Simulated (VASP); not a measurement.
BAs, 2 atoms in the cell. The structure is cubic, space group F-43m (No. 216). The conventional cell has a = 4.816 Å, b = 4.816 Å, c = 4.816 Å, α = 90.00°, β = 90.00°, γ = 90.00°. B (site symmetry -43m) is surrounded by 4 As at 2.09 Å. As (site symmetry -43m) has 4 B at 2.09 Å as nearest neighbours. 

| Property | Result |
| --- | --- |
| Program | VASP 6.6.1 |
| Task | relaxation of cell and atoms |
| Functional | PBE |
| Potentials or basis | VASP PAW PBE potentials, release 64 (B, As) |
| Cutoff | 520 eV |
| k mesh | 12 × 12 × 12 |
| Occupations | gaussian, width 0.02 eV |
| Spin | no spin polarisation |
| Further INCAR settings | ALGO = Fast; EDIFF = 1e-07; IBRION = 2; EDIFFG = -0.002; NSW = 80; ISIF = 3 |

Potentials or basis: VASP PAW PBE potentials, release 64 (B, As).

Launch:

```console
$ cat potpaw_PBE.64/B/POTCAR potpaw_PBE.64/As/POTCAR > POTCAR
$ mpirun -np 4 vasp_std > vasp.out
```

Hardware: 4 MPI ranks on Intel(R) Xeon(R) 6975P-C (Granite Rapids), on a shared host.

Problem. Estimate the wall time of this run.

Solution. It took 5.9 s on 4 MPI ranks on Intel(R) Xeon(R) 6975P-C (Granite Rapids) (shared host), peak memory 0.15 GiB a rank. Counts: scf iterations 15, k points 72, ion steps 1.
